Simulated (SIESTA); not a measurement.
# NiO2 under changes of volume

One of the cells (10.443 Å³/atom); the others are scaled copies at fixed shape and fractional positions:

```xyz
3
Lattice="2.7988 0.0000 0.0000 -1.3994 2.4238 0.0000 0.0000 0.0000 4.6183" Properties=species:S:1:pos:R:3 pbc="T T T"
Ni    0.0000    0.0000    2.3091
O     0.0000    1.6159    1.3576
O     1.3994    0.8079    3.2607
```

The cell comes from a database or a generator and needn't be the stable form of this composition.

| Item | Value |
| --- | --- |
| Program | SIESTA 5.4.2 |
| Functional | LDA |
| Potentials or basis | PseudoDojo 0.4 standard (LDA files) |
| Basis | DZP (energy shift 0.003 Ry; two zetas on semicore shells) |
| Grid cutoff | 800 Ry |
| Energy shift | 0.003 Ry |
| k mesh | 8 × 8 × 4 |
| Occupations | fermi-dirac, width 0.05 eV |
| Spin | collinear spin, ferromagnetic start |
| Starting moments | [1.0, 0.0, 0.0] μB |

| volume (Å³/atom) | energy over the lowest point (meV/atom) | pressure (GPa) | gap on the mesh (eV) | largest force (eV/Å) |
| --- | --- | --- | --- | --- |
| 9.816 | ? | ? | ? | ? |
| 10.025 | 0.00 | -0.5 | 0.83 | 0.152 |
| 10.234 | 3.56 | -4.9 | 0.81 | 0.164 |
| 10.443 | 12.48 | -8.7 | 0.79 | 0.450 |
| 10.652 | 26.14 | -12.1 | 0.77 | 0.714 |
| 10.861 | 44.00 | -15.2 | 0.75 | 0.956 |
| 11.070 | 65.63 | -17.9 | 0.73 | 1.180 |

Problem. What does the run at 9.816 Å³/atom give?

Solution. Energy over the lowest point 2.51 meV/atom; pressure 4.4 GPa; gap on the mesh 0.86 eV; largest force 0.495 eV/Å.

Worked out: A Birch-Murnaghan fit of order 3 (a polynomial in V^(-2/3)) to the other rows has its minimum at 10.00 Å³/atom, just outside them, with B0 = V·E''(V) = 223 GPa and B' = 4.7 at fixed shape and positions, which overstates the stiffness. It gives 2.44 meV/atom at 9.816 Å³/atom, against the run's 2.51, and -dE/dV = 4.4 GPa, against 4.4. A straight line through the other rows of the gap, of slope -1.01 eV per unit of ln V, extrapolates to 0.85 eV, against the run's 0.86.

Energies are extrapolated to zero smearing.

Caveats: short orbitals over semicore shells can move pressures by several GPa; the basis of atomic orbitals isn't converged, which shifts pressures, moduli and gaps; forces of over 1 eV/Å show positions far from the minimum, so gaps and moduli don't describe the material at rest (some runs).

A mesh can miss the band edges.
